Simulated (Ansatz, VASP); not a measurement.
Given: the input of a run of Ansatz 0.2.0 on CaO. Atoms were shifted at random by some hundredths of an Å from the given cell, which wasn't relaxed again for these runs. The cell is a database's computed one, not the measured one.

File input.yaml:

```yaml
crystal:
  lattice:
    - [0.0, 2.403555696, 2.403555696]
    - [2.403555696, 0.0, 2.403555696]
    - [2.403555696, 2.403555696, 0.0]
  atoms:
    - { symbol: Ca, position: [0.010868, -0.003936, -0.00569] }
    - { symbol: O, position: [0.514541, 0.50652, 0.488573] }
kpoints:
  mp_grid: { grid: [10, 10, 10] }
scf:
  occupations: { method: fermi_dirac, width: 0.05 }
hamiltonian:
  xc: pbe
  pseudopotentials: { kind: all_electron, lapw: { basis_error: 0.001 } }
output:
  forces: true
  stress: true
  eigenvalues: true
  populations: true
```

Potentials or basis: all-electron LAPW, scalar-relativistic.

Run with:

```bash
$ ansatz run input.yaml --threads 1 --pin off --max-ram 3072MiB --backend cpu --events-out ev --progress --plain --runs-dir out
```

Q: What does the same run look like in VASP 6.6.1? Potentials or basis there: PBE PAW files Ca_sv, O, 520 eV.

A: As run (cutoffs and basis follow the program's own potentials, and thresholds, step limits or extra output files can differ):

The input INCAR:

```
SYSTEM = CaO
PREC = Accurate
ENCUT = 520
EDIFF = 1E-7
ISMEAR = -1
SIGMA = 0.05
LREAL = .FALSE.
LASPH = .TRUE.
NELM = 80
ALGO = Normal
ISIF = 2
LWAVE = .FALSE.
LCHARG = .FALSE.
GGA = PE
NBANDS = 15
```

Contents of KPOINTS:

```
regular mesh
0
G
  10 10 10
  0 0 0
```

The input POSCAR:

```
CaO
1.0
    0.0000000000      2.4035556960      2.4035556960
    2.4035556960      0.0000000000      2.4035556960
    2.4035556960      2.4035556960      0.0000000000
Ca O
1 1
Direct
    0.0108680000     -0.0039360000     -0.0056900000
    0.5145410000      0.5065200000      0.4885730000
```

Potentials or basis: VASP PAW PBE potentials, release 64 (Ca_sv, O).

The run is started by

```bash
$ cat potpaw_PBE.64/Ca_sv/POTCAR potpaw_PBE.64/O/POTCAR > POTCAR
$ mpirun -np 1 vasp_std > vasp.out
```

Both were run:

|  | Ansatz | VASP |
| --- | --- | --- |
| Pressure | 1.7 GPa | 2.3 GPa |
| Largest force | 0.108 eV/Å | 0.114 eV/Å |

Where Ansatz's input types no cutoff or centring, it takes its own default and a Γ-centred mesh.

Pressure is positive in compression.
